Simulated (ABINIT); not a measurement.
A run of ABINIT 10.8.3 (patched build) is set up as follows.

run.abi

```
# Datasets: ground state, then fixed potential
ndtset 2

# Pseudopotentials
pp_dirpath "./"
pseudos "Mo.GGA_PBE-JTH.xml"

# Structure
acell 2.7432376088 2.7432376088 2.7432376088 Angstrom
rprim
    -0.5773502692     0.5773502692     0.5773502692
     0.5773502692    -0.5773502692     0.5773502692
     0.5773502692     0.5773502692    -0.5773502692
ntypat 1
znucl 42
natom 1
typat 1
xred
     0.0000000000     0.0000000000     0.0000000000

# Plane-wave basis
ecut 408.170794 eV
pawecutdg 30.0

# Exchange and correlation
ixc -106131

# Bands and occupations
occopt 3
tsmear 0.00183747

# Spin
nspinor 2
nspden 1
pawspnorb 1

# SCF cycle
nstep 100

# Output
iomode 3
prtwf 0
prteig 0
prtebands 0
enunit 1
prtden1 1

# Dataset 1
kptopt1 4
ngkpt1 12 12 12
nshiftk1 1
shiftk1 0.0 0.0 0.0
nband1 22
tolvrs1 1.0e-9

# Dataset 2: bands along G-H-N-G-P-H
iscf2 -2
getden2 1
nband2 34
nbdbuf2 8
tolwfr2 1.0e-11
kptopt2 -5
ndivsm2 8
prteig2 1
prtvol2 -3
kptbounds2
     0.0000000000     0.0000000000     0.0000000000
     0.5000000000    -0.5000000000     0.5000000000
     0.0000000000     0.0000000000     0.5000000000
     0.0000000000     0.0000000000     0.0000000000
     0.2500000000     0.2500000000     0.2500000000
     0.5000000000    -0.5000000000     0.5000000000
```

Potentials or basis: JTH PAW PBE v2.0.

Command:

```console
$ abinit run.abi > log 2>&1
```

Question: Estimate the pressure.

Answer: 8.5 GPa.

Question: Estimate the band gap on the k mesh.

Answer: None (metal or under the smearing width).

Levels at the corners of the path, in eV from the Fermi level:
| point | band 12 | band 13 | band 14 | band 15 | band 16 | band 17 |
| --- | --- | --- | --- | --- | --- | --- |
| Γ | -1.40 | -1.40 | -1.40 | -1.26 | -1.26 | 1.64 |
| H | -5.19 | 3.77 | 3.77 | 3.77 | 3.77 | 3.98 |
| N | -3.30 | 1.62 | 1.62 | 1.82 | 1.82 | 2.24 |
| Γ | -1.40 | -1.40 | -1.40 | -1.26 | -1.26 | 1.64 |
| P | -2.46 | -2.46 | -2.46 | 2.36 | 2.36 | 2.36 |
| H | -5.19 | 3.77 | 3.77 | 3.77 | 3.77 | 3.98 |

Caveat: the PAW data sets were made with another functional, which shifts forces and pressure a little.
